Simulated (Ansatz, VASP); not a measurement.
One calculation of As, two programs

File INCAR:

```
SYSTEM = As
PREC = Accurate
ENCUT = 520
EDIFF = 1E-7
ISMEAR = 0
SIGMA = 0.02
LREAL = .False.
LASPH = .True.
NELM = 80
ALGO = Normal
ISIF = 2
LWAVE = .False.
LCHARG = .True.
GGA = PS
LELF = .True.
LVHAR = .True.
NBANDS = 12
```

The input KPOINTS:

```
Automatic mesh
0
Gamma
  9 9 9
  0 0 0
```

The input POSCAR:

```
As
1.0
    4.1310000000      0.0000000000      0.0000000000
    2.4183895066      3.3491122995      0.0000000000
    2.4183895066      1.2366737439      3.1124252996
As
2
Direct
    0.2260000000      0.2260000000      0.2260000000
    0.7740000000      0.7740000000      0.7740000000
```

The input input.yaml:

```yaml
crystal:
  lattice:
    - [4.131, 0.0, 0.0]
    - [2.4183895066, 3.3491122995, 0.0]
    - [2.4183895066, 1.2366737439, 3.1124252996]
  atoms:
    - { symbol: As, position: [0.226, 0.226, 0.226] }
    - { symbol: As, position: [0.774, 0.774, 0.774] }
hamiltonian:
  xc: pbesol
  pseudopotentials: { kind: paw }
kpoints:
  mp_grid: { grid: [9, 9, 9] }
scf:
  occupations: { method: gaussian, width: 0.02 }
output:
  forces: true
  stress: true
  eigenvalues: true
```

Alike in both runs: task single point; functional PBEsol; k mesh 9 × 9 × 9; occupations gaussian, width 0.02 eV; no spin polarisation.

```csv
,VASP,Ansatz
version,VASP 6.6.1,Ansatz 0.2.0
potentials or method,"VASP PAW PBE potentials, release 64 (As)",Ansatz PAW
plane-wave cutoff (eV),520,420
valence electrons in the cell,10,30
```

|  | VASP | Ansatz | Ansatz less VASP |
| --- | --- | --- | --- |
| gap on the k mesh at the Fermi level (eV) | none | none | - |
| pressure (GPa) | 0.7 | 0.3 | -0.42 |
| largest component of the traceless stress (GPa) | 0.28 | 0.20 | -0.071 |
| rms of the force components (eV/Å) | 0.255 | 0.215 | -0.0404 |

Atom by atom the forces differ by 0.040 eV/Å (rms over components). A gap of «none» marks a metal or a gap that the smearing closes. The two sets of potentials don't hold the same shells in valence.

Caveats: the PAW data sets were made with another functional, which shifts forces and pressure a little (VASP); the PAW data sets come from PBE, with cores solved anew for the run's functional, which leaves a small shift of forces and pressure (Ansatz).
